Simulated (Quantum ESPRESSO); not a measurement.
# GaSb (F-43m) in Quantum ESPRESSO: further runs, part 2 of 2

Quantum ESPRESSO 7.5. Earlier steps stand in the parts before.

## Step 3: Band structure, PBE, spin-orbit coupling, no magnetisation

pw.in

```
&CONTROL
  calculation = 'scf'
  prefix = 'pwscf'
  outdir = './tmp'
  pseudo_dir = './pseudo'
  tprnfor = .true.
  tstress = .true.
  disk_io = 'low'
/
&SYSTEM
  ibrav = 0
  A = 4.32607929
  nat = 2
  ntyp = 2
  ecutwfc = 80
  nbnd = 42
  occupations = 'smearing'
  smearing = 'fd'
  degauss = 0.00367493
  noncolin = .true.
  lspinorb = .true.
/
&ELECTRONS
  conv_thr = 4d-10
  electron_maxstep = 120
  mixing_beta = 0.5
/
ATOMIC_SPECIES
Sb   121.7600 Sb.upf
Ga    69.7230 Ga.upf
CELL_PARAMETERS alat
   0.0000000000    0.7071067807    0.7071067807
   0.7071067807    0.0000000000    0.7071067807
   0.7071067807    0.7071067807    0.0000000000
ATOMIC_POSITIONS alat
Sb     1.0606601711    1.0606601711    1.0606601711
Ga     0.0000000000    0.0000000000    0.0000000000
K_POINTS automatic
8 8 8 0 0 0
```

pp_density.in

```
&INPUTPP
  prefix = 'pwscf'
  outdir = './tmp'
  filplot = 'density.dat'
  plot_num = 0
/
&PLOT
  nfile = 1
  filepp(1) = 'density.dat'
  iflag = 3
  output_format = 6
  fileout = 'density.cube'
/
```

pp_potential.in

```
&INPUTPP
  prefix = 'pwscf'
  outdir = './tmp'
  filplot = 'potential.dat'
  plot_num = 11
/
&PLOT
  nfile = 1
  filepp(1) = 'potential.dat'
  iflag = 3
  output_format = 6
  fileout = 'potential.cube'
/
```

bands.in

```
&CONTROL
  calculation = 'bands'
  prefix = 'pwscf'
  outdir = './tmp'
  pseudo_dir = './pseudo'
  disk_io = 'low'
  verbosity = 'high'
/
&SYSTEM
  ibrav = 0
  A = 4.32607929
  nat = 2
  ntyp = 2
  ecutwfc = 80
  nbnd = 42
  occupations = 'smearing'
  smearing = 'fd'
  degauss = 0.00367493
  noncolin = .true.
  lspinorb = .true.
/
&ELECTRONS
  conv_thr = 1d-08
  electron_maxstep = 120
  mixing_beta = 0.5
  diago_full_acc = .true.
  startingwfc = 'random'
/
ATOMIC_SPECIES
Sb   121.7600 Sb.upf
Ga    69.7230 Ga.upf
CELL_PARAMETERS alat
   0.0000000000    0.7071067807    0.7071067807
   0.7071067807    0.0000000000    0.7071067807
   0.7071067807    0.7071067807    0.0000000000
ATOMIC_POSITIONS alat
Sb     1.0606601711    1.0606601711    1.0606601711
Ga     0.0000000000    0.0000000000    0.0000000000
K_POINTS crystal
60
 0.0000000000  0.0000000000  0.0000000000 1
 0.0625000000  0.0000000000  0.0625000000 1
 0.1250000000  0.0000000000  0.1250000000 1
 0.1875000000  0.0000000000  0.1875000000 1
 0.2500000000  0.0000000000  0.2500000000 1
 0.3125000000  0.0000000000  0.3125000000 1
 0.3750000000  0.0000000000  0.3750000000 1
 0.4375000000  0.0000000000  0.4375000000 1
 0.5000000000  0.0000000000  0.5000000000 1
 0.5000000000  0.0625000000  0.5625000000 1
 0.5000000000  0.1250000000  0.6250000000 1
 0.5000000000  0.1875000000  0.6875000000 1
 0.5000000000  0.2500000000  0.7500000000 1
 0.4375000000  0.3125000000  0.7500000000 1
 0.3750000000  0.3750000000  0.7500000000 1
 0.3375000000  0.3375000000  0.6750000000 1
 0.3000000000  0.3000000000  0.6000000000 1
 0.2625000000  0.2625000000  0.5250000000 1
 0.2250000000  0.2250000000  0.4500000000 1
 0.1875000000  0.1875000000  0.3750000000 1
 0.1500000000  0.1500000000  0.3000000000 1
 0.1125000000  0.1125000000  0.2250000000 1
 0.0750000000  0.0750000000  0.1500000000 1
 0.0375000000  0.0375000000  0.0750000000 1
 0.0000000000  0.0000000000  0.0000000000 1
 0.0625000000  0.0625000000  0.0625000000 1
 0.1250000000  0.1250000000  0.1250000000 1
 0.1875000000  0.1875000000  0.1875000000 1
 0.2500000000  0.2500000000  0.2500000000 1
 0.3125000000  0.3125000000  0.3125000000 1
 0.3750000000  0.3750000000  0.3750000000 1
 0.4375000000  0.4375000000  0.4375000000 1
 0.5000000000  0.5000000000  0.5000000000 1
 0.5250000000  0.4500000000  0.5250000000 1
 0.5500000000  0.4000000000  0.5500000000 1
 0.5750000000  0.3500000000  0.5750000000 1
 0.6000000000  0.3000000000  0.6000000000 1
 0.6250000000  0.2500000000  0.6250000000 1
 0.5833333333  0.2500000000  0.6666666667 1
 0.5416666667  0.2500000000  0.7083333333 1
 0.5000000000  0.2500000000  0.7500000000 1
 0.5000000000  0.2857142857  0.7142857143 1
 0.5000000000  0.3214285714  0.6785714286 1
 0.5000000000  0.3571428571  0.6428571429 1
 0.5000000000  0.3928571429  0.6071428571 1
 0.5000000000  0.4285714286  0.5714285714 1
 0.5000000000  0.4642857143  0.5357142857 1
 0.5000000000  0.5000000000  0.5000000000 1
 0.4821428571  0.4821428571  0.5357142857 1
 0.4642857143  0.4642857143  0.5714285714 1
 0.4464285714  0.4464285714  0.6071428571 1
 0.4285714286  0.4285714286  0.6428571429 1
 0.4107142857  0.4107142857  0.6785714286 1
 0.3928571429  0.3928571429  0.7142857143 1
 0.3750000000  0.3750000000  0.7500000000 1
 0.6250000000  0.2500000000  0.6250000000 1
 0.5937500000  0.1875000000  0.5937500000 1
 0.5625000000  0.1250000000  0.5625000000 1
 0.5312500000  0.0625000000  0.5312500000 1
 0.5000000000  0.0000000000  0.5000000000 1
```

Potentials or basis: PseudoDojo 0.4 FR PBE standard.

Started as:

```
OMP_NUM_THREADS=1 pw.x -in pw.in > pw.out
OMP_NUM_THREADS=1 pp.x -in pp_density.in > pp_density.out
OMP_NUM_THREADS=1 pp.x -in pp_potential.in > pp_potential.out
OMP_NUM_THREADS=1 pw.x -in bands.in > bands.out
```

pw.out:

```text
This program is part of the open-source Quantum ESPRESSO suite
     for quantum simulation of materials; please cite
         "P. Giannozzi et al., J. Phys.:Condens. Matter 21 395502 (2009);
         "P. Giannozzi et al., J. Phys.:Condens. Matter 29 465901 (2017);
         "P. Giannozzi et al., J. Chem. Phys. 152 154105 (2020);
     in publications or presentations arising from this work. More details at

     Message from routine setup:
     using ibrav=0 with symmetry is DISCOURAGED, use correct ibrav instead

     G-vector sticks info
     --------------------
     sticks:   dense  smooth     PW     G-vecs:    dense   smooth      PW
     Sum        1483    1483    433                37461    37461    5817

     Using Slab Decomposition

     bravais-lattice index     =            0
     lattice parameter (alat)  =       8.1751  a.u.
     unit-cell volume          =     386.3359 (a.u.)^3
     number of atoms/cell      =            2
[... 426 lines left out ...]
   -21.1895 -21.1886 -21.1884 -21.1882 -19.9565 -19.9552 -19.9457 -19.9456
   -19.9453 -19.9450  -6.9721  -6.9538  -6.9366  -6.9314  -6.5355  -6.4921
    -6.4871  -6.4805  -6.4710  -6.4673  -0.6512  -0.6448   1.5999   1.7143
     4.7842   5.1115   5.2195   5.2361  11.7965  12.1849  12.6551  12.7016
    12.7188  12.8125  13.1089  13.1196  18.0817  18.5016  18.5331  18.6224
    19.7089  19.9335

     the Fermi energy is     8.5512 ev

!    total energy              =    -334.79393265 Ry
     estimated scf accuracy    <          1.5E-10 Ry
     smearing contrib. (-TS)   =      -0.00003339 Ry
     internal energy E=F+TS    =    -334.79389927 Ry

     The total energy is F=E-TS. E is the sum of the following terms:
     one-electron contribution =    -165.15134390 Ry
     hartree contribution      =     100.97856495 Ry
     xc contribution           =     -87.32144454 Ry
     ewald contribution        =    -183.29967578 Ry

     convergence has been achieved in   8 iterations

     Forces acting on atoms (cartesian axes, Ry/au):

     atom    1 type  1   force =    -0.00000000   -0.00000000   -0.00000000
     atom    2 type  2   force =     0.00000000    0.00000000    0.00000000

     Total force =     0.000000     Total SCF correction =     0.000000

     Computing stress (Cartesian axis) and pressure

          total   stress  (Ry/bohr**3)                   (kbar)     P=       24.42
   0.00016600   0.00000000   0.00000000           24.42        0.00        0.00
   0.00000000   0.00016600   0.00000000            0.00       24.42        0.00
   0.00000000   0.00000000   0.00016600            0.00        0.00       24.42

=------------------------------------------------------------------------------=
   JOB DONE.
=------------------------------------------------------------------------------=
```

Wall time 12 min (1 thread of Arm Neoverse V2, shared host); peak memory 0.42 GiB.

Results:

```yaml
Free_energy: -4555.1035 eV
Pressure: 2.4 GPa
Band_gap_on_the_k_mesh: none (metal or under the smearing width)
```

Levels at the corners of the path, in eV from the Fermi level:
| point | band 24 | band 25 | band 26 | band 27 | band 28 | band 29 | band 30 | band 31 | band 32 | band 33 |
| --- | --- | --- | --- | --- | --- | --- | --- | --- | --- | --- |
| Γ | -0.71 | -0.18 | -0.18 | 0.00 | 0.00 | 0.00 | 0.00 | 2.43 | 2.43 | 2.64 |
| X | -7.03 | -2.93 | -2.93 | -2.67 | -2.67 | 0.69 | 0.69 | 1.04 | 1.04 | 8.34 |
| W | -6.84 | -3.77 | -3.44 | -3.33 | -3.31 | 3.25 | 3.63 | 4.10 | 4.15 | 4.17 |
| K | -6.80 | -3.95 | -3.74 | -2.42 | -2.40 | 1.18 | 1.21 | 3.59 | 3.73 | 6.29 |
| Γ | -0.71 | -0.18 | -0.18 | 0.00 | 0.00 | 0.00 | 0.00 | 2.43 | 2.43 | 2.64 |
| L | -6.59 | -1.59 | -1.59 | -1.18 | -1.18 | 0.19 | 0.19 | 3.48 | 3.48 | 3.60 |
| U | -6.80 | -3.95 | -3.74 | -2.42 | -2.40 | 1.18 | 1.21 | 3.59 | 3.73 | 6.29 |
| W | -6.84 | -3.77 | -3.44 | -3.33 | -3.31 | 3.25 | 3.63 | 4.10 | 4.15 | 4.17 |
| L | -6.59 | -1.59 | -1.59 | -1.18 | -1.18 | 0.19 | 0.19 | 3.48 | 3.48 | 3.60 |
| K | -6.80 | -3.95 | -3.74 | -2.42 | -2.40 | 1.18 | 1.21 | 3.59 | 3.73 | 6.29 |
| U | -6.80 | -3.95 | -3.74 | -2.42 | -2.40 | 1.18 | 1.21 | 3.59 | 3.73 | 6.29 |
| X | -7.03 | -2.93 | -2.93 | -2.67 | -2.67 | 0.69 | 0.69 | 1.04 | 1.04 | 8.34 |

## Step 4: Comparison with measurements

Step 2. A measured gap of GaSb is 0.811 eV (direct; 4.2 K; a printed reference work, data compilation); the calculated 0.00 eV misses it by -0.81 eV. Spin-orbit coupling on Ga, Sb is left out. The value is that of PBE on a finite k mesh, which can miss the band edges, without temperature or zero-point motion. Semilocal functionals fall short of measured gaps as a rule.

Step 3. Against the measured gap of GaSb, 0.811 eV (direct; 4.2 K; a printed reference work, data compilation), the calculated 0.00 eV is off by -0.81 eV. The value is that of PBE on a finite k mesh, which can miss the band edges, without temperature or zero-point motion. Semilocal functionals fall short of measured gaps as a rule.
